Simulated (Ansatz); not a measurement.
# What a change of settings does: Nb (simple hexagonal type)

First run: DFT, PBE, PAW with Ansatz's default frozen-core files, scalar-relativistic (Ansatz 0.2.0).

Command: `ansatz run input.yaml --threads 1 --pin off --max-ram 2048MiB --backend cpu --events-out ev --progress --plain --runs-dir out` It took 2.7 s on 1 thread of Arm Neoverse V1, with other jobs on the host, peak memory 0.29 GiB.

```yaml
crystal:
  lattice:
    - [2.4853604393, 0.0, 0.0]
    - [-1.2426802197, 2.152385278, 0.0]
    - [0.0, 0.0, 2.3526249541]
  atoms:
    - { symbol: Nb, position: [0.0, 0.0, 0.0] }
kpoints:
  mp_grid: { grid: [15, 15, 14] }
scf:
  occupations: { method: fermi_dirac, width: 0.05 }
hamiltonian:
  xc: pbe
  pseudopotentials: { kind: paw }
output:
  forces: true
  stress: true
  eigenvalues: true
  populations: true
```

The cell comes from a relaxation on PAW files under the same functional, begun from a prototype that needn't be the stable phase.

This run: volume at 0.65 of the series' base cell.

It converges in 6 SCF iterations at a pressure of 141.3 GPa, cutoff 420 eV.

The input is then changed:

```diff
   occupations: { method: fermi_dirac, width: 0.05 }
+  initial_density: { chi_scale: 0.0 }
 hamiltonian:
```

Q: What does the second run give?

A: It converges in 6 SCF iterations at a pressure of 141.3 GPa, cutoff 420 eV, free energy 0.0 meV/atom against the first run's. Results part of its log:
```
the search or the solves at the SCF's close seem to have found levels that the self-consistency loop had missed (the run counts 1). By its estimate they hold under 1e-12 electrons; where the run keeps them, the occupations were computed again with them
SCF 1 converged in 6 iterations: F = -4549.562099 eV  dr2 = 1.89e-9
  greatest PAW one-centre occupation: 0.998 electrons in one spin orbital (limit 2), on the Nb atom at site 0 (counted from 0), in its partial waves of l = 0
SCF converged after 6 iterations
Free energy (F): -4549.562099 eV
Harris-Foulkes:  -4549.562099 eV  (|F-HF|=1.43e-9)
Internal energy: -4549.556113 eV  (E = F + TS)
E sigma→0 (E₀):  -4549.559106 eV
Entropy (-TS):   -0.005986 eV (-5.986 meV/atom)
Fermi energy:    26.979734 eV
--- Per-component energies (eV) ---
  E_band       = 42.261728
  E_kinetic    = 416.085755
  E_local      = -507.194411  (includes V_loc(G=0)·N_el)
  E_nonlocal   = 125.092871
  E_hartree    = 170.515659
  E_xc         = -181.723205
  E_vxc        = -221.344170  (∫ρ·V_xc dr)
  E_paw        = -3076.071699  (= ΣΔE_a)
  E_vpaw       = -111.409611  (= ΣTr[D̂ρ^β])
  E_aug_tail   = 0.000007  (compensation charges beyond the density's cutoff)
  E_ewald      = -1496.261089
  E_smearing   = -0.005986  (= −TS)
  E_closure    = 0.000000  (closes the sum)
  Σ components = -4549.562099   (vs F -4549.562099, Δ=0.00e0)
--- Forces (eV/Å), atoms counted from 1 ---
  atom   1  Nb     0.00000000     0.00000000     0.00000000
  max |Σ_I F_I| component: 0.00e0 eV/Å
--- Stress (GPa, compression-positive) ---
      141.290800       0.000000       0.000000
        0.000000     141.290800       0.000000
        0.000000       0.000000     141.308316
  P = ⅓ Tr σ = 141.2966 GPa (1412.966 kbar)
--- Band table (eV; the first three rows and the last of 216) ---
  k-point 0: bands = ["-28.3999", "-1.9983", "-1.9420", "-1.9420", "20.6495", "21.6561", "26.5466", "26.5466", "35.2470", "35.2470", "39.1977"]
  k-point 1: bands = ["-28.3624", "-2.2671", "-1.9204", "-1.9204", "20.8468", "22.0453", "26.6057", "26.6057", "34.8302", "34.8302", "39.3102"]
  k-point 2: bands = ["-28.2557", "-2.9824", "-1.8595", "-1.8595", "21.2598", "23.2627", "26.7753", "26.7753", "33.7981", "33.7981", "39.6424"]
  k-point 215: bands = ["-26.5286", "-5.3670", "-4.3651", "-4.3651", "21.5566", "21.5566", "28.6177", "28.6177", "36.6270", "43.6259", "45.8070"]
--- Löwdin populations: 1 site ---
  site symbol       q [e]
     0     Nb     12.9650
  spilling = 0.002693 (of n_electrons = 13.000000)
```
